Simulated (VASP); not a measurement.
# RbCl (Fm-3m) in VASP: further runs

One crystal, RbCl, is run at these levels: PBE; tasks: relaxation of cell and atoms, relaxation of the atoms.

All numbers are computed with VASP 6.6.1; they aren't measurements. Logs are shortened: lines on timing, memory, paths and dates and some standing lists are left out, and cuts for length are marked.

## (1) Starting point

It takes space group Fm-3m (No. 225, cubic). Conventional cell: a = 6.695 Å, b = 6.695 Å, c = 6.695 Å, α = 90.00°, β = 90.00°, γ = 90.00°. Rb (site symmetry m-3m) has 6 Cl at 3.35 Å as nearest neighbours. Cl (site symmetry m-3m) has 6 Rb at 3.35 Å as nearest neighbours.

## (2) Relaxation of cell and atoms, PBE

INCAR reads:

```
PREC = Accurate
ENCUT = 300
EDIFF = 1E-7
ISMEAR = 0
SIGMA = 0.03
LREAL = F
LASPH = T
NELM = 80
ALGO = Normal
ISIF = 3
LWAVE = F
LCHARG = F
GGA = PE
IBRION = 2
NSW = 90
EDIFFG = -0.005
```

KPOINTS reads:

```
regular mesh
0
Gamma
  4 4 4
```

POSCAR reads:

```
RbCl                                    
1.0
   -0.0000000000      3.3473255988      3.3473255988
    3.3473255988     -0.0000000000      3.3473255988
    3.3473255988      3.3473255988     -0.0000000000
  Rb              Cl            
     1     1
Direct
     0.0000000000000000    0.0000000000000000    0.0000000000000000
     0.5000000000000000    0.5000000000000000    0.5000000000000000
```

Potentials or basis: VASP PAW PBE potentials, release 64 (Rb_pv, Cl).

Launch:

```console
cat potpaw_PBE.64/Rb_pv/POTCAR potpaw_PBE.64/Cl/POTCAR > POTCAR
mpirun -np 1 vasp_std > vasp.out
```

OUTCAR:

```text
PREC = Accurate
   ENCUT = 300
   EDIFF = 1E-7
   ISMEAR = 0
   LREAL = F
   LASPH = T
   NELM = 80
   ISIF = 3
   GGA = PE
   IBRION = 2
   NSW = 90
   EDIFFG = -0.005

 ion  position               nearest neighbor table
   1  0.000  0.000  0.000-   2 3.35   2 3.35   2 3.35   2 3.35   2 3.35   2 3.35
   2  0.500  0.500  0.500-   1 3.35   1 3.35   1 3.35   1 3.35   1 3.35   1 3.35

  LATTYP: Found a face centered cubic cell.
 ALAT       =     6.6946511976

  Lattice vectors:

 A1 = (   0.0000000000,   3.3473255988,   3.3473255988)
 A2 = (   3.3473255988,   0.0000000000,   3.3473255988)
 A3 = (   3.3473255988,   3.3473255988,   0.0000000000)

Analysis of symmetry for initial positions (statically):
=====================================================================
 Subroutine PRICEL returns:
 Original cell was already a primitive cell.

 Routine SETGRP: Setting up the symmetry group for a
 face centered cubic supercell.

 Subroutine GETGRP returns: Found 48 space group operations
 (whereof 48 operations were pure point group operations)
 out of a pool of 48 trial point group operations.

The static configuration has the point symmetry O_h .

Analysis of symmetry for dynamics (positions and initial velocities):
=====================================================================
 Subroutine PRICEL returns:
 Original cell was already a primitive cell.

 Routine SETGRP: Setting up the symmetry group for a
 face centered cubic supercell.

 Subroutine GETGRP returns: Found 48 space group operations
 (whereof 48 operations were pure point group operations)
 out of a pool of 48 trial point group operations.

The dynamic configuration has the point symmetry O_h .

 Subroutine INISYM returns: Found 48 space group operations
 (whereof 48 operations are pure point group operations),
 and found     1 'primitive' translations

----------------------------------------------------------------------------------------

                                     Primitive cell

  volume of cell :      75.0108

  direct lattice vectors                    reciprocal lattice vectors
     0.000000000  3.347325599  3.347325599    -0.149372980  0.149372980  0.149372980
     3.347325599  0.000000000  3.347325599     0.149372980 -0.149372980  0.149372980
     3.347325599  3.347325599  0.000000000     0.149372980  0.149372980 -0.149372980

  length of vectors
     4.733833260  4.733833260  4.733833260     0.258721591  0.258721591  0.258721591

  position of ions in fractional coordinates (direct lattice)
     0.000000000  0.000000000  0.000000000
     0.500000000  0.500000000  0.500000000

  ion indices of the primitive-cell ions
   primitive index   ion index
                 1           1
                 2           2

----------------------------------------------------------------------------------------

 KPOINTS: regular mesh

Automatic generation of k-mesh.
 Grid dimensions read from file:
 generate k-points for:    4    4    4

 Generating k-lattice:

  Cartesian coordinates                     Fractional coordinates (reciprocal lattice)
    -0.037343245  0.037343245  0.037343245     0.250000000  0.000000000  0.000000000
     0.037343245 -0.037343245  0.037343245     0.000000000  0.250000000  0.000000000
     0.037343245  0.037343245 -0.037343245     0.000000000  0.000000000  0.250000000

  Length of vectors
     0.064680398  0.064680398  0.064680398

  Shift w.r.t. Gamma in fractional coordinates (k-lattice)
     0.000000000  0.000000000  0.000000000

 Subroutine IBZKPT returns following result:
 ===========================================

 Found      8 irreducible k-points:

 Following reciprocal coordinates:
            Coordinates               Weight
  0.000000  0.000000  0.000000      1.000000
  0.250000  0.000000  0.000000      8.000000
  0.500000  0.000000  0.000000      4.000000
  0.250000  0.250000  0.000000      6.000000
  0.500000  0.250000  0.000000     24.000000
 -0.250000  0.250000  0.000000     12.000000
  0.500000  0.500000  0.000000      3.000000
 -0.250000  0.500000  0.250000      6.000000
   k-points           NKPTS =      8   k-points in BZ     NKDIM =      8   number of bands    NBANDS=     11
   number of dos      NEDOS =    301   number of ions     NIONS =      2
   total plane-waves  NPLWV =  21952
   dimension x,y,z NGX =    28 NGY =   28 NGZ =   28
   dimension x,y,z NGXF=    56 NGYF=   56 NGZF=   56
   ions per type =               1   1
   NGX,Y,Z   is equivalent  to a cutoff of   9.83,  9.83,  9.83 a.u.
   NGXF,Y,Z  is equivalent  to a cutoff of  19.67, 19.67, 19.67 a.u.
 SYSTEM =  unknown system
   PREC   = accura    normal or accurate (medium, high low for compatibility)
   ISTART =      0    job   : 0-new  1-cont  2-samecut
   ICHARG =      2    charge: 1-file 2-atom 10-const
   ISPIN  =      1    spin polarized calculation?
   LNONCOLLINEAR =      F non collinear calculations
   LSORBIT =      F    spin-orbit coupling
   LASPH  =      T    aspherical Exc in radial PAW
   ENCUT  =  300.0 eV  22.05 Ry    4.70 a.u.   6.69  6.69  6.69*2*pi/ulx,y,z
   NELM   =     80;   NELMIN=  2; NELMDL= -5     # of ELM steps
   EDIFF  = 0.1E-06   stopping-criterion for ELM
   LREAL  =      F    real-space projection
   EDIFFG = -.5E-02   stopping-criterion for IOM
   NSW    =     90    number of steps for IOM
   IBRION =      2    ionic relax: 0-MD 1-quasi-New 2-CG
   NFREE  =      1    steps in history (QN), initial steepest desc. (CG)
   ISIF   =      3    stress and relaxation
   ISYM   =      2    0-nonsym 1-usesym 2-fastsym
   POTIM  = 0.5000    time-step for ionic-motion
   TEBEG  =    0.0;   TEEND  =   0.0 temperature during run
   PSTRESS=    0.0 pullay stress
   NELECT =      14.0000    total number of electrons
   NUPDOWN=      -1.0000    fix difference up-down
   EMIN   =  10.00;   EMAX   =-10.00  energy-range for DOS
   EFERMI =   0.00;   METHOD = LEGACY
   ISMEAR =     0;   SIGMA  =   0.03  broadening in eV -4-tet -1-fermi 0-gaus
   EFERMI_NEDOS =   21; number of points for ismear=-14 and -15
   IALGO  =     38    algorithm
   IMIX   =      4    mixing-type and parameters
     AMIX     =   0.40;   BMIX     =  1.00
     AMIX_MAG =   1.60;   BMIX_MAG =  1.00
  volume/ion in A,a.u.               =      37.51       253.10
  Fermi-wavevector in a.u.,A,eV,Ry     =   0.935570  1.767971 11.909056  0.875291
  Thomas-Fermi vector in A             =   2.062491
   LORBIT       =      0    0 simple, 1 ext, 2 COOP (PROOUT), +10 PAW based schemes
   GGA     = PE    functional components
   LHFCALC =     F    Hartree Fock is set to
   AEXX    =    0.0000 exact exchange contribution
   IVDW    =     0    specifies the selected vdW correction
   LEPSILON=     F    determine dielectric tensor
   LRPA    =     F    only Hartree local field effects (RPA)
 conjugate gradient relaxation of ions
 non-spin polarized calculation
 Gauss-broadening in eV      SIGMA  =   0.03
  energy-cutoff  :      300.00
  volume of cell :       75.01
 maximum number of plane-waves:       896
 NGX is ok and might be reduce to    28
   NGX = 13   NGY = 13   NGZ = 13

--------------------------------------- Ionic step        1  -------------------------------------------

 number of electron      14.0000007 magnetization

 Free energy of the ion-electron system (eV)
  ---------------------------------------------------
  ext. energy  EPLUGINS =         0.00000000
  ---------------------------------------------------
  free energy    TOTEN  =        -6.63502734 eV

  energy without entropy =       -6.63502734  energy(sigma->0) =       -6.63502734

------------------------ aborting loop because EDIFF is reached ----------------------------------------

  FORCE on cell =-STRESS in cart. coord.  units (eV):
  Direction    XX          YY          ZZ          XY          YZ          ZX
  --------------------------------------------------------------------------------------
  -------------------------------------------------------------------------------------
  Total        0.0433340      0.0433340      0.0433340     -0.0000000      0.0000000      0.0000000
  in kB        0.9255827      0.9255827      0.9255827     -0.0000000      0.0000000      0.0000000
  external PRESSURE =       0.9255827 kB  Pullay stress =       0.0000000 kB

 VOLUME and BASIS-vectors are now :
 -----------------------------------------------------------------------------
  energy-cutoff  :      300.00
  volume of cell :       75.01
      direct lattice vectors                 reciprocal lattice vectors
     0.000000000  3.347325599  3.347325599    -0.149372980  0.149372980  0.149372980
     3.347325599  0.000000000  3.347325599     0.149372980 -0.149372980  0.149372980
     3.347325599  3.347325599  0.000000000     0.149372980  0.149372980 -0.149372980

 POSITION                                       TOTAL-FORCE (eV/Angst)
 -----------------------------------------------------------------------------------
      0.00000      0.00000      0.00000         0.000000      0.000000      0.000000
      3.34733      3.34733      3.34733        -0.000000     -0.000000     -0.000000
 -----------------------------------------------------------------------------------
    total drift:                                0.000000      0.000000      0.000000

  FREE ENERGIE OF THE ION-ELECTRON SYSTEM (eV)
  ---------------------------------------------------
  free  energy   TOTEN  =        -6.6350273389 eV
[... 17 lines left out ...]
 VOLUME and BASIS-vectors are now :
 -----------------------------------------------------------------------------
  energy-cutoff  :      300.00
  volume of cell :       75.25
      direct lattice vectors                 reciprocal lattice vectors
    -0.000000000  3.350824468  3.350824468    -0.149217008  0.149217008  0.149217008
     3.350824468 -0.000000000  3.350824468     0.149217008 -0.149217008  0.149217008
     3.350824468  3.350824468 -0.000000000     0.149217008  0.149217008 -0.149217008

 POSITION                                       TOTAL-FORCE (eV/Angst)
 -----------------------------------------------------------------------------------
      3.35082     -0.00000      3.35082         0.000000      0.000000      0.000000
      3.35082      3.35082      3.35082        -0.000000     -0.000000     -0.000000
 -----------------------------------------------------------------------------------
    total drift:                                0.000000      0.000000      0.000000

  FREE ENERGIE OF THE ION-ELECTRON SYSTEM (eV)
  ---------------------------------------------------
  free  energy   TOTEN  =        -6.6351246631 eV

  energy  without entropy=       -6.6351246631  energy(sigma->0) =       -6.63512466

--------------------------------------- Ionic step        3  -------------------------------------------

 number of electron      14.0000006 magnetization

 Free energy of the ion-electron system (eV)
  ---------------------------------------------------
  ext. energy  EPLUGINS =         0.00000000
  ---------------------------------------------------
  free energy    TOTEN  =        -6.63514792 eV

  energy without entropy =       -6.63514792  energy(sigma->0) =       -6.63514792

 E-fermi :  -3.2015     XC(G=0):  -7.0907

 val. band max:       -3.4008273403   @ k =   0.0000   0.0000   0.0000
 cond. band min:       1.4043457374   @ k =   0.0000   0.0000   0.0000
 fundamental gap:      4.8051730777
 Fermi energy:        -3.2015281016

 k-point     1 :       0.0000    0.0000    0.0000
  band No.  band energies     occupation
      1     -15.3690      2.00000
      2     -11.5253      2.00000
      3     -11.5253      2.00000
      4     -11.5253      2.00000
      5      -3.4008      2.00000
      6      -3.4008      2.00000
      7      -3.4008      2.00000
      8       1.4043      0.00000
      9       4.5386      0.00000
     10       4.5386      0.00000
     11       4.5386      0.00000

 k-point     2 :       0.2500    0.0000    0.0000
  band No.  band energies     occupation
      1     -15.3875      2.00000
      2     -11.5310      2.00000
      3     -11.5310      2.00000
      4     -11.5178      2.00000
      5      -3.8400      2.00000
      6      -3.5528      2.00000
      7      -3.5528      2.00000
      8       2.6057      0.00000
      9       4.2963      0.00000
     10       5.2599      0.00000
     11       5.2599      0.00000

 k-point     3 :       0.5000    0.0000    0.0000
  band No.  band energies     occupation
      1     -15.4057      2.00000
      2     -11.5366      2.00000
      3     -11.5366      2.00000
      4     -11.5108      2.00000
      5      -4.1920      2.00000
      6      -3.6948      2.00000
      7      -3.6948      2.00000
      8       4.1564      0.00000
      9       4.3489      0.00000
     10       6.5423      0.00000
     11       6.5423      0.00000
[... 81 lines left out ...]
 VOLUME and BASIS-vectors are now :
 -----------------------------------------------------------------------------
  energy-cutoff  :      300.00
  volume of cell :       75.43
      direct lattice vectors                 reciprocal lattice vectors
    -0.000000000  3.353545670  3.353545670    -0.149095927  0.149095927  0.149095927
     3.353545670 -0.000000000  3.353545670     0.149095927 -0.149095927  0.149095927
     3.353545670  3.353545670 -0.000000000     0.149095927  0.149095927 -0.149095927

 POSITION                                       TOTAL-FORCE (eV/Angst)
 -----------------------------------------------------------------------------------
      0.00000      0.00000      0.00000        -0.000000     -0.000000     -0.000000
      3.35355      3.35355      3.35355         0.000000      0.000000      0.000000
 -----------------------------------------------------------------------------------
    total drift:                                0.000000      0.000000      0.000000

  FREE ENERGIE OF THE ION-ELECTRON SYSTEM (eV)
  ---------------------------------------------------
  free  energy   TOTEN  =        -6.6351479174 eV

  energy  without entropy=       -6.6351479174  energy(sigma->0) =       -6.63514792

 reached required accuracy - stopping structural energy minimisation
```

It took 9 s on 1 thread of Intel Xeon Platinum 8488C (Sapphire Rapids), shared host; peak memory 0.16 GiB.

Results:

```yaml
Free_energy: -6.6351 eV
Relaxed_volume: 37.71 Å³/atom
Relaxed_cell: a = 4.743 Å, b = 4.743 Å, c = 4.743 Å, α = 60.00°, β = 60.00°, γ = 60.00°
Space_group_after_relaxing_to_0.05_Å: Fm-3m (No. 225)
Energy_gained_by_relaxing: 0.1 meV/atom
Ionic_steps: 3
Pressure_after_relaxing: 0.0 GPa
Band_gap_on_the_k_mesh: 4.81 eV, direct
```

The path:
```
step  energy change (eV)  largest force (eV/Å)  pressure (GPa)  volume (Å³)
   1              0.0000                0.0000            0.09        75.01
   2             -0.0001                0.0000            0.04        75.25
   3             -0.0001                0.0000            0.00        75.43
```

Final structure:
```cif
data_structure
_symmetry_space_group_name_H-M 'P 1'
_symmetry_Int_Tables_number 1
_cell_length_a 4.7426
_cell_length_b 4.7426
_cell_length_c 4.7426
_cell_angle_alpha 60.000
_cell_angle_beta 60.000
_cell_angle_gamma 60.000
_cell_volume 75.43
loop_
_atom_site_label
_atom_site_type_symbol
_atom_site_fract_x
_atom_site_fract_y
_atom_site_fract_z
_atom_site_occupancy
Rb1 Rb 0.00000 0.00000 0.00000 1
Cl1 Cl 0.50000 0.50000 0.50000 1
```

Caveat: the cutoff is under 1.25 times the usual one of these potentials, so pressure, stress and relaxed cells hold a basis-set (Pulay) error. Zero-point motion and thermal expansion aren't in these numbers.

(Part 1 of 2 ends here.)
